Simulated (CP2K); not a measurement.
## CaSe under changes of volume

One of the cells (25.829 Å³/atom); the others are scaled copies at fixed shape and fractional positions:

```
CELL_PARAMETERS angstrom
4.18042 0.00000 0.00000
2.09021 3.62035 0.00000
2.09021 1.20678 3.41329
ATOMIC_POSITIONS crystal
Se 0.50000 0.50000 0.50000
Ca 0.00000 0.00000 0.00000
```

- Program: CP2K 2026.2
- Functional: PBE
- Potentials or basis: POTENTIAL_UZH Se GTH-PBE-q6, Ca GTH-PBE-q10; TZVP-MOLOPT-PBE-GTH basis
- Density cutoff: 6123 eV
- k mesh: 8 × 8 × 8
- Occupations: fermi-dirac, width 0.05 eV
- Spin: no spin polarisation

| volume (Å³/atom) | energy over the lowest point (meV/atom) | pressure (GPa) | gap on the mesh (eV) |
| --- | --- | --- | --- |
| 24.280 | ? | ? | ? |
| 24.796 | 20.62 | 3.9 | 2.11 |
| 25.313 | 10.07 | 2.7 | 2.16 |
| 25.829 | 3.36 | 1.5 | 2.21 |
| 26.346 | 0.10 | 0.5 | 2.26 |
| 26.863 | 0.00 | -0.4 | 2.30 |
| 27.379 | 2.74 | -1.3 | 2.34 |

What does the run at 24.280 Å³/atom give?

Energy over the lowest point 35.42 meV/atom; pressure 5.3 GPa; gap on the mesh 2.05 eV.

Worked out: A Birch-Murnaghan fit of order 3 (a polynomial in V^(-2/3)) to the other rows has its minimum at 26.62 Å³/atom with B0 = V·E''(V) = 48 GPa and B' = 4.0. It gives 35.37 meV/atom at 24.280 Å³/atom, against the run's 35.42, and -dE/dV = 5.3 GPa, against 5.3. A straight line through the other rows of the gap, of slope 2.34 eV per unit of ln V, extrapolates to 2.06 eV, against the run's 2.05.

Energies are extrapolated to zero smearing.

Caveats: the basis of atomic orbitals isn't converged, which shifts pressures, moduli and gaps.

A mesh can miss the band edges. Spin-orbit coupling on Se is left out.
